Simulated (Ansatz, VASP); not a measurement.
# CaO (Lime): VASP beside Ansatz, part 2 of 2

Aim: how closely do two programs agree when they are given the same cell, functional and k mesh? The cell is taken from a series of runs on this material, whose earlier steps may have relaxed, scaled, displaced or heated it; both programs get it as it stands.

VASP 6.6.1 and Ansatz 0.2.0.

So far: Starting point; VASP: zone-centre phonons, LDA.

### Step 3. Ansatz: zone-centre phonons, LDA

Level of this step: Ansatz beside VASP: Kohn-Sham DFT, plane waves, LDA (Ansatz).

Ansatz runs on its PAW soft_1 files.

The same cell, functional (in two slightly different forms) and mesh now go to Ansatz, which takes its cutoff from its data sets.

input.yaml

```yaml
crystal:
  lattice:
    - [0.0, 2.2830701356, 2.3899918311]
    - [2.2830701356, 0.0, 2.3899918311]
    - [2.2830701356, 2.2830701356, 0.0]
  atoms:
    - { symbol: O, position: [0.5, 0.5, 0.5] }
    - { symbol: Ca, position: [0.0, 0.0, 0.0] }
kpoints:
  mp_grid: { grid: [8, 8, 8] }
hamiltonian:
  xc: lda
  pseudopotentials: { kind: paw, azcp: { folder: soft_1 }, xc_functional: pbe }
scf:
  occupations: { method: fixed }
output:
  eigenvalues: true
phonons:
  method: dfpt
  dielectric: true
  rigid_motions: translations
```

Run with:

```
> ansatz run input.yaml --threads 4 --pin off --max-ram 10240MiB --backend cpu --events-out ev --progress --plain --runs-dir out
```

Numbers of over 12 decimals in the logs are rounded to 6 here.

What it wrote:

```text
Engine: ansatz 0.2.0, x86_64-unknown-linux-gnu
Pseudopotentials: kind: paw
Pseudopotential: O, paw, valence charge 6, recommended cutoff 420 eV (normal), soft_1/O.paw.azcp
Pseudopotential: Ca, paw, valence charge 10, recommended cutoff 420 eV (normal), soft_1/Ca.paw.azcp
Functional definition: SPW92
  exchange = slater_x
  correlation = pw_c
Crystal: 2 atoms, lattice volume = 24.915 Å³
Basis set: ecut = 420 eV, 515 PW (Γ), exchange–correlation on 48×48×48 points (8 copies of the dense FFT grid, shifted against one another)
Bands: 12, of which v1, the nominal top of the filled ones, is band 8 counted from 1 (7 counted from 0)
Symmetry: 16 space group operations
k-points: 150 of 512 (irreducible under 2 space group operations, time reversal used)
Non-local potential: O, projectors of the file, l = 0: 2, l = 1: 2, l = 2: 1
Non-local potential: Ca, projectors of the file, l = 0: 3, l = 1: 2, l = 2: 2
PAW form: soft (Blöchl's): semilocal exchange-correlation on the pseudo side does not see the compensation charge
PAW frozen core: O, regenerated for the run's functional, and the local potential with it (the file was generated under x = pbe(κ = 0.804, μ = 0.219515), c = pbe(β = 0.066725))
PAW frozen core: Ca, regenerated for the run's functional, and the local potential with it (the file was generated under x = pbe(κ = 0.804, μ = 0.219515), c = pbe(β = 0.066725))
PAW one-centre angular grid: O, 110 points (default); XC on 64 Gauss nodes
PAW one-centre angular grid: Ca, 110 points (default); XC on 64 Gauss nodes
Initial density: superposition of atomic densities (chi_scale 0.1, normalization cell, long waves kept (reshape's long-wave potential 0.00 eV rms))
Initial wavefunctions: pseudopotential atomic-orbital guess
Functional: x = slater, c = lda
SCF iter   1: F=—  HF=-2332.249442 eV  |F-HF|=—  |Δ(HF+E_count)|=         —  Δρ=1.07e-1  dr2=2.56e0  ethr=3.10e-3  ⟨swp⟩=4.0  Hψ=10597  notcnv=0  defer=19
preconditioner: auto → none  [insulator: Δε(μ)=1.890 eV  Ē_g=17.890 eV  n_scr=8 (ndim 8)  ℏωp=27.8 eV  f_vac=0.000  ε∞_Penn≈3.4]
SCF iter   2: F=—  HF=-2332.026711 eV  |F-HF|=—  |Δ(HF+E_count)|=   2.23e-1  Δρ=9.12e-2  dr2=1.89e0  ethr=3.10e-3  ⟨swp⟩=3.0  Hψ=5067  notcnv=0  defer=245
SCF iter   3: F=—  HF=-2331.591259 eV  |F-HF|=—  |Δ(HF+E_count)|=   4.35e-1  Δρ=1.61e-2  dr2=5.35e-2  ethr=3.10e-3  ⟨swp⟩=2.7  Hψ=3099  notcnv=0  defer=106
SCF iter   4: F=—  HF=-2331.598015 eV  |F-HF|=—  |Δ(HF+E_count)|=   6.76e-3  Δρ=4.39e-3  dr2=2.76e-3  ethr=3.34e-4  ⟨swp⟩=2.5  Hψ=3145  notcnv=0  defer=281
SCF iter   5: F=—  HF=-2331.599243 eV  |F-HF|=—  |Δ(HF+E_count)|=   1.23e-3  Δρ=6.27e-4  dr2=6.84e-5  ethr=1.72e-5  ⟨swp⟩=2.4  Hψ=2698  notcnv=0  defer=300
SCF iter   6: F=—  HF=-2331.599230 eV  |F-HF|=—  |Δ(HF+E_count)|=   1.33e-5  Δρ=4.52e-5  dr2=1.40e-7  ethr=4.28e-7  ⟨swp⟩=2.0  Hψ=2975  notcnv=0  defer=279
SCF iter   7: F=—  HF=-2331.599231 eV  |F-HF|=—  |Δ(HF+E_count)|=   7.88e-7  Δρ=8.86e-6  dr2=1.48e-8  ethr=8.78e-10  ⟨swp⟩=2.5  Hψ=2928  notcnv=0  defer=19
SCF iter   8: F=-2331.599231 eV  HF=-2331.599231 eV  |F-HF|=1.82e-12  |Δ(HF+E_count)|=   2.83e-9  Δρ=2.43e-7  dr2=1.00e-11  ethr=1.00e-12  ⟨swp⟩=6.7  Hψ=12610  notcnv=0
SCF 1 converged in 8 iterations: F = -2331.599231 eV  dr2 = 1.00e-11
  greatest PAW one-centre occupation: 0.996 electrons in one spin orbital (limit 2), on the Ca atom at site 1 (counted from 0), in its partial waves of l = 0
NSCF: frozen V_eff on 3 k-points
DFPT response loops at Γ: preconditioner auto → none (the input reference at scf.mixing.eps_inf says where Resta's filter doesn't serve); β = 0.50; Broyden in place of MSR1
── the response to a field inside a basis, on 8×8×8 k-points: an SCF that follows is theirs, and a resumed run solves both again ──
Bands: 9, of which v1, the nominal top of the filled ones, is band 8 counted from 1 (7 counted from 0)
k-points: 144 of 512 (irreducible under 4 space group operations)
Initial density: handed on by an earlier stage of this run
Initial wavefunctions: pseudopotential atomic-orbital guess (no wavefunctions were taken with the density)
Eigensolver: Dense (144 Hₖ)
SCF iter   1: F=—  HF=-2331.601307 eV  |F-HF|=—  |Δ(HF+E_count)|=         —  Δρ=6.09e-4  dr2=1.33e-5  ethr=1.00e-1
preconditioner: auto → none  [insulator: Δε(μ)=3.542 eV  Ē_g=16.215 eV  n_scr=8 (ndim 8)  ℏωp=27.8 eV  f_vac=0.000  ε∞_Penn≈3.9]
SCF iter   2: F=—  HF=-2331.601305 eV  |F-HF|=—  |Δ(HF+E_count)|=   1.85e-6  Δρ=2.78e-4  dr2=5.87e-6  ethr=8.32e-8
SCF iter   3: F=—  HF=-2331.601305 eV  |F-HF|=—  |Δ(HF+E_count)|=   2.34e-9  Δρ=1.76e-4  dr2=3.25e-6  ethr=3.67e-8
SCF iter   4: F=-2331.601304 eV  HF=-2331.601304 eV  |F-HF|=9.11e-10  |Δ(HF+E_count)|=   7.17e-7  Δρ=1.35e-5  dr2=1.28e-8  ethr=2.03e-8
SCF 1 converged in 4 iterations: F = -2331.601304 eV  dr2 = 1.28e-8
DFPT response loops at Γ: mixed as the last ones told, above
SCF converged after 8 iterations
Free energy (F): -2331.599231 eV
Harris-Foulkes:  -2331.599231 eV  (|F-HF|=1.82e-12)
Internal energy: -2331.599231 eV  (E = F + TS)
E sigma→0 (E₀):  -2331.599231 eV
Fermi energy:    8.618532 eV
--- Per-component energies (eV) ---
  E_band       = -81.519644
  E_kinetic    = 427.260343
  E_local      = -837.973655  (includes V_loc(G=0)·N_el)
  E_nonlocal   = 148.234213
  E_hartree    = 275.567662
  E_xc         = -199.548464
  E_vxc        = -252.310652  (∫ρ·V_xc dr)
  E_paw        = -974.901697  (= ΣΔE_a)
  E_vpaw       = -117.866043  (= ΣTr[D̂ρ^β])
  E_aug_tail   = 0.000783  (compensation charges beyond the density's cutoff)
  E_ewald      = -1170.618504
  E_core_change = 0.380088  (= ΣΔE_core)
  E_smearing   = -0.000000  (= −TS)
  E_closure    = 0.000000  (closes the sum)
  Σ components = -2331.599231   (vs F -2331.599231, Δ=0.00e0)
--- Band table (eV; the first three rows and the last of 150) ---
  k-point 0: bands = [... 4 lower, -6.8570, 8.4579, 8.6185, 8.6185, 13.9361, 14.6965, 15.0651, 15.0651]
  k-point 1: bands = [... 4 lower, -6.4706, 7.9673, 8.2711, 8.3473, 14.6136, 14.8652, 15.2006, 15.3532]
  k-point 2: bands = [... 4 lower, -5.7945, 6.8607, 7.7228, 7.7756, 15.0229, 16.0028, 16.1166, 16.1169]
  k-point 149: bands = [... 4 lower, -6.6343, 7.1244, 8.3161, 8.3161, 12.0772, 17.4077, 18.0793, 18.8261]
--- Phonons (Γ-DFPT): 4 representative perturbations + reference, on 150 of 512 k-points (Σ response iterations 13) ---
  k mesh reduced under 2 symmetry operations, with k and −k counted as one. Each operation leaves every solved perturbation unchanged. A smaller set is not considered because the run solves the response to a homogeneous field
  ASR residual: 2.027e-4 → 0.000e0 eV/Å²; symmetrization residual: 6.552e-7 eV/Å²
  ASR residual per site (eV/Å²): 5.60e-5 2.03e-4
  Γ frequencies (cm⁻¹): 0.00 0.00 0.00 226.09 368.28 368.28
  ε∞ (high-frequency dielectric tensor):
        3.938878     0.000000     0.000000
        0.000000     3.938878     0.000000
        0.000000     0.000000     3.871429
  ε⁰ (static dielectric tensor: ions relaxed, cell fixed):
       11.550279     0.000000     0.000000
        0.000000    11.550279     0.000000
        0.000000     0.000000    21.819480
  ε⁰ − ε∞ (ionic part):
        7.611400     0.000000     0.000000
        0.000000     7.611400     0.000000
        0.000000     0.000000    17.948050
  softest optical mode at Γ: 226.09 cm⁻¹; the repairs (sum rule, projections) moved no ω² at Γ by more than (1.20 cm⁻¹)²
  Born effective charges Z* (e; rows j = field, columns β = displacement):
    site 0:
        -2.44480    0.00000    0.00000
         0.00000   -2.44480    0.00000
         0.00000    0.00000   -2.30472
    site 1:
         2.44480    0.00000    0.00000
         0.00000    2.44480    0.00000
         0.00000    0.00000    2.30472
  Z* charge neutrality: 1.244e-3 e pre-enforcement
  solved inside a basis spanned on kpoints, on 8×8×8 k-points, its susceptibility summed on 12×12×12: ε∞ is read to err by 9.0e-3, Z* by 1.2e-2 e (field_mesh: kpoints solves on kpoints); Z* is corrected for what the basis lacks
  optical modes at Γ without the LO–TO term, one row a degenerate level:
      ω (cm⁻¹)  modes    IR ((D/Å)²/amu)
        226.09      1            10.7172
        368.28      2            24.1193
  optical modes at Γ + LO–TO along q̂ = [1.0000, 0.0000, 0.0000]:
      ω (cm⁻¹)  modes    IR ((D/Å)²/amu)
        226.09      1            10.7172
        368.28      1            12.0596
        630.66      1            12.0596
  optical modes at Γ + LO–TO along q̂ = [0.0000, 1.0000, 0.0000]:
      ω (cm⁻¹)  modes    IR ((D/Å)²/amu)
        226.09      1            10.7172
        368.28      1            12.0596
        630.66      1            12.0596
  optical modes at Γ + LO–TO along q̂ = [0.0000, 0.0000, 1.0000]:
      ω (cm⁻¹)  modes    IR ((D/Å)²/amu)
        368.28      2            24.1193
        536.74      1            10.7172
```

### Step 4. Side by side

Known differences besides the potentials themselves: the two LDA forms differ slightly; fixed occupations in Ansatz, narrow Gaussian smearing in VASP; VASP's response is taken on the typed mesh, Ansatz refines its own for the field response alone; the cutoff is 420 eV in Ansatz and 600 eV in VASP; VASP's log shows a relativistic correction to its local exchange, Ansatz's none. Total energies have different zeros and are not compared.

Both answers:

```csv
quantity,Ansatz,VASP,difference
ε∞ xx,3.94,3.94,-0.14 %
ε∞ yy,3.94,3.94,-0.14 %
ε∞ zz,3.87,3.88,-0.12 %
Born charge of O1 (mean of the diagonal) (e),-2.40,-2.40,0.00
Born charge of Ca2 (mean of the diagonal) (e),2.40,2.40,0.00
optical mode 1 (cm⁻¹),226.1,233.3,-3.11 %
optical mode 2 to 3 (cm⁻¹),368.3,377.6,-2.47 %
```

Modes are paired by rising frequency, not by their patterns, so a pair may set unlike modes beside each other; they are those without the splitting of longitudinal modes.

### Step 5. Results

```json
{
  "r.m.s. difference of the optical zone-centre modes, each program's sorted by frequency (zone-centre phonons, LDA)": "8.7 cm⁻¹",
  "difference in optical mode 1 (zone-centre phonons, LDA)": "-3.1 %"
}
```

In words: The r.m.s. difference of the optical zone-centre modes, each program's sorted by frequency is 8.7 cm⁻¹ (zone-centre phonons, LDA). Among the rows given in per cent, the largest difference of the zone-centre phonons, LDA pair is in optical mode 1, -3.1 %. How closely two codes agree says nothing of how well the functional describes the real material.

[Lines on the potential files, build, host, timing and source positions are cut from VASP's logs without a mark.]

[Logs are printed without paths, hosts, clocks, repeated set-up lines and the standing remarks that a program may print on its own settings, such as how far it seeks lower states.]

[Hosts, paths, dates, database ids (printed as entryN), source tags and the programs' standing remarks are cut or masked in the printed files.]
